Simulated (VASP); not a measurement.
CdSe:

```
Cd Se
1.0
     0.00000    3.07027    3.07027
     3.07027    0.00000    3.07027
     3.07027    3.07027    0.00000
Cd Se
1 1
Direct
  0.00000 0.00000 0.00000
  0.75000 0.75000 0.75000
```

Measurements of this composition are mostly on another form, of space group No. 186.

| Quantity | Value |
| --- | --- |
| Program | VASP 6.6.1 |
| Task | relaxation of cell and atoms |
| Functional | PBE |
| Potentials or basis | VASP PAW PBE potentials, release 64 (Cd, Se) |
| Cutoff | 600 eV |
| k mesh | 8 × 8 × 8 |
| Occupations | gaussian, width 0.03 eV |
| Spin | no spin polarisation |

At the start: pressure 1.5 GPa; volume 28.94 Å³/atom.

Problem. Where does the relaxation end?

Solution. Over 3 steps the energy falls by 4.3 meV/atom and the volume is 29.87 Å³/atom (+3.2 %); space group F-43m (No. 216, to 0.05 Å).

Step by step:
| step | energy change (eV) | largest force (eV/Å) | pressure (GPa) | volume (Å³) |
| --- | --- | --- | --- | --- |
| 1 | 0.0000 | 0.0000 | 1.52 | 57.88 |
| 2 | -0.0080 | 0.0000 | -0.35 | 60.22 |
| 3 | -0.0086 | 0.0000 | 0.01 | 59.74 |

Final structure:
```
CELL_PARAMETERS angstrom
0.00000 3.10270 3.10270
3.10270 0.00000 3.10270
3.10270 3.10270 0.00000
ATOMIC_POSITIONS crystal
Cd 0.00000 0.00000 0.00000
Se 0.75000 0.75000 0.75000
```
